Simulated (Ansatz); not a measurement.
# Ga3H10N3: the cost of one run

Program: Ansatz 0.2.0. Level of theory: DFT PBEsol, scalar-relativistic, plane waves, PAW. These are calculated values, not measurements.

2 further runs of the same task are left out: 2 set aside as unsound or not needed.

### Step 1. The system as given

It takes space group F-43m (No. 216, cubic). The conventional cell has a = 4.498 Å, b = 4.498 Å, c = 4.498 Å, α = 90.00°, β = 90.00°, γ = 90.00°. Ga (site symmetry -43m) is surrounded by 4 N at 1.95 Å. Around N (site symmetry -43m) lie 4 Ga at 1.95 Å.

Structure file:

```cif
data_structure
_symmetry_space_group_name_H-M 'P 1'
_symmetry_Int_Tables_number 1
_cell_length_a 3.1807
_cell_length_b 3.1807
_cell_length_c 3.1807
_cell_angle_alpha 60.000
_cell_angle_beta 60.000
_cell_angle_gamma 60.000
_cell_volume 22.75
loop_
_atom_site_label
_atom_site_type_symbol
_atom_site_fract_x
_atom_site_fract_y
_atom_site_fract_z
_atom_site_occupancy
Ga1 Ga 0.00000 0.00000 0.00000 1
N1 N 0.75000 0.75000 0.75000 1
```

It goes back to an entry of the Materials Project.

It is the result of an earlier relaxation at this level (volume 11.38 Å³/atom; gap on the mesh: 1.70 eV).

### Step 2. Next: the [001] wire, 6 host atoms a period with H caps

The wire is cut from the relaxed crystal, periodic along c with vacuum across. Atoms and period relax; energies count from the bulk, -2061.4175 eV an atom. Each H cap counts from half an H2 molecule (-15.609 eV in a separate run).

The cell holds 3 Ga, 3 N, 10 H: a = 13.900 Å, b = 14.200 Å, c = 4.498 Å, α = 90.00°, β = 90.00°, γ = 90.00°.

### Step 3. The relaxation run

Pressure and volume refer to the whole cell with its vacuum; only the period along c may change.

The input, input.yaml:

```yaml
crystal:
  lattice:
    - [13.9, 0.0, 0.0]
    - [0.0, 14.2, 0.0]
    - [0.0, 0.0, 4.4982301444]
  atoms:
    - { symbol: Ga, position: [0.5518741073, 0.5507781755, 0.0] }
    - { symbol: Ga, position: [0.5518741073, 0.3923897901, 0.5] }
    - { symbol: "N", position: [0.6327775272, 0.4715839828, 0.75] }
    - { symbol: Ga, position: [0.3900672676, 0.5507781755, 0.5] }
    - { symbol: "N", position: [0.4709706875, 0.6299723682, 0.75] }
    - { symbol: "N", position: [0.4709706875, 0.4715839828, 0.25] }
    - { symbol: H, position: [0.6170856126, 0.6146119729, 0.2015103482] }
    - { symbol: H, position: [0.6170856126, 0.3285559928, 0.2984896518] }
    - { symbol: H, position: [0.4866626021, 0.3285559928, 0.7015103482] }
    - { symbol: H, position: [0.6751442376, 0.5130556219, 0.6190824489] }
    - { symbol: H, position: [0.6751442376, 0.4301123438, 0.8809175511] }
    - { symbol: H, position: [0.3248557624, 0.6146119729, 0.2984896518] }
    - { symbol: H, position: [0.3248557624, 0.4869443781, 0.7015103482] }
    - { symbol: H, position: [0.5133373979, 0.6714440072, 0.6190824489] }
    - { symbol: H, position: [0.4286039771, 0.6714440072, 0.8809175511] }
    - { symbol: H, position: [0.4286039771, 0.4301123438, 0.1190824489] }
basis:
  ecutwfc: 420
kpoints:
  mp_grid: { grid: [1, 1, 7] }
hamiltonian:
  xc: pbesol
scf:
  occupations: { method: gaussian, width: 0.05 }
output:
  forces: true
  stress: true
  eigenvalues: true
  populations: true
  write_density: true
  write_potential: true
  elf: true
  volumetric_format: npy
relax:
  adjacent_minimum: "off"
  f_tol: 0.02
  max_steps: 45
  cell: { fix: [a, b, alpha, beta, gamma], stress_tol: 0.03 }
```

The run is started by

```bash
$ ansatz run input.yaml --threads 4 --pin off --max-ram 11264MiB --backend cpu --events-out ev --progress --plain --runs-dir out
```

What time and memory should one allow on 4 threads of Intel Xeon Platinum 8488C (Sapphire Rapids), shared host?

About 41 s, with a peak of 1.3 GiB.
